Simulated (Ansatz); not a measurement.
Input of an Ansatz 0.2.0 run:

The input input.yaml:

```yaml
crystal:
  lattice:
    - [4.5664, 0.0, 0.0]
    - [-2.2832, 3.95462, 0.0]
    - [0.0, 0.0, 2.83374]
  atoms:
    - { symbol: As, position: [0.33333, 0.66667, 0.0] }
    - { symbol: As, position: [0.66667, 0.33333, 0.0] }
hamiltonian:
  xc: blyp
  pseudopotentials: { kind: paw }
kpoints:
  mp_grid: { grid: [4, 4, 5] }
scf:
  occupations: { method: fermi_dirac, width: 0.05 }
  n_extra_bands: 6
output:
  forces: true
  stress: true
  eigenvalues: true
  dos: { projected: true, de: 0.05, nscf_kmesh: { grid: [6, 6, 8] } }
```

Potentials or basis: Ansatz PAW.

Launch:

```console
$ ansatz run input.yaml --threads 2 --pin off --max-ram 5632MiB --backend cpu --events-out ev --progress --plain --runs-dir out
```

Task: Estimate the pressure.

Result: 3.4 GPa.

Task: Estimate the density of states at the Fermi level.

Result: 1.06 states/eV per cell.

States per cell in windows of 0.5 eV (zero at the Fermi level; states under -8 eV left out):
| from (eV) | total | As 4p | As 4s |
| --- | --- | --- | --- |
| -8.0 | 0.08 | 0.01 | 0.07 |
| -7.5 | 0.05 | 0.01 | 0.04 |
| -7.0 | 0.02 | 0.00 | 0.02 |
| -6.5 | 0.00 | 0.00 | 0.00 |
| -6.0 | 0.10 | 0.09 | 0.00 |
| -5.5 | 0.42 | 0.41 | 0.00 |
| -5.0 | 0.65 | 0.63 | 0.01 |
| -4.5 | 0.74 | 0.72 | 0.01 |
| -4.0 | 0.39 | 0.38 | 0.01 |
| -3.5 | 0.60 | 0.57 | 0.03 |
| -3.0 | 0.73 | 0.67 | 0.06 |
| -2.5 | 0.73 | 0.66 | 0.06 |
| -2.0 | 0.51 | 0.46 | 0.04 |
| -1.5 | 0.34 | 0.29 | 0.04 |
| -1.0 | 0.44 | 0.37 | 0.06 |
| -0.5 | 0.39 | 0.32 | 0.05 |
| 0.0 | 0.55 | 0.47 | 0.05 |
| 0.5 | 0.58 | 0.50 | 0.05 |
| 1.0 | 0.51 | 0.45 | 0.04 |
| 1.5 | 0.64 | 0.56 | 0.05 |
| 2.0 | 0.71 | 0.62 | 0.05 |
| 2.5 | 0.62 | 0.55 | 0.04 |
| 3.0 | 0.51 | 0.46 | 0.02 |
| 3.5 | 0.55 | 0.44 | 0.01 |
| 4.0 | 0.63 | 0.44 | 0.01 |
| 4.5 | 0.50 | 0.30 | 0.00 |
| 5.0 | 0.41 | 0.19 | 0.00 |
| 5.5 | 0.77 | 0.29 | 0.00 |
| 6.0 | 0.62 | 0.10 | 0.00 |
| 6.5 | 0.64 | 0.05 | 0.00 |
| 7.0 | 0.43 | 0.01 | 0.00 |
| 7.5 | 0.23 | 0.00 | 0.00 |

Caveat: the k mesh is coarse (spacing up to 0.44 Å⁻¹), so the values aren't converged; the PAW data sets come from PBE, with cores solved anew for the run's functional, which leaves a small shift of forces and pressure.
